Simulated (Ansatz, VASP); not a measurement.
## KI: VASP beside Ansatz

File INCAR:

```
SYSTEM = KI
ALGO = Normal ; EDIFF = 1E-6
ENCUT = 520 ; GGA = PE
ISIF = 2 ; ISMEAR = 0
LASPH = .True. ; LCHARG = .True.
LELF = .True. ; LREAL = .False.
LVHAR = .True. ; LWAVE = .False.
NBANDS = 15 ; NELM = 100
PREC = Accurate ; SIGMA = 0.01
```

KPOINTS

```
k-points
0
Gamma
  6 6 6
  0 0 0
```

File POSCAR:

```
KI
1.0
    4.3846919106      0.0000000000      0.0000000000
    0.0000000000      4.3846919106      0.0000000000
    0.0000000000      0.0000000000      4.3846919106
K I
1 1
Direct
    0.0000000000      0.0000000000      0.0000000000
    0.5000000000      0.5000000000      0.5000000000
```

Input for Ansatz:

```yaml
crystal:
  lattice:
    - [4.3846919106, 0.0, 0.0]
    - [0.0, 4.3846919106, 0.0]
    - [0.0, 0.0, 4.3846919106]
  atoms:
    - { symbol: K, position: [0.0, 0.0, 0.0] }
    - { symbol: I, position: [0.5, 0.5, 0.5] }
kpoints:
  mp_grid: { grid: [6, 6, 6] }
hamiltonian:
  xc: pbe
scf:
  occupations: { method: fixed }
  n_extra_bands: 4
output:
  forces: true
  stress: true
  eigenvalues: true
```

Alike in both runs: task single point; functional PBE; k mesh 6 × 6 × 6; no spin polarisation.

|  | VASP | Ansatz |
| --- | --- | --- |
| version | VASP 6.6.1 | Ansatz 0.2.0 |
| potentials or method | VASP PAW PBE potentials, release 64 (K_sv, I) | plane waves, PAW |
| plane-wave cutoff (eV) | 520 | 420 |
| occupations | gaussian, width 0.01 eV | fixed |
| valence electrons in the cell | 16 | 26 |

|  | VASP | Ansatz | Ansatz less VASP |
| --- | --- | --- | --- |
| gap on the k mesh at the Fermi level (eV) | 3.18 | 3.18 | +0.003 |
| pressure (GPa) | -0.3 | -0.3 | -0.03 |

The two sets of potentials don't hold the same shells in valence.

Caveats: spin-orbit coupling is left out, which moves the levels of the heavy elements. A k mesh can miss the band edges. A hybrid or GW would open this gap; PBE tends to underestimate it.
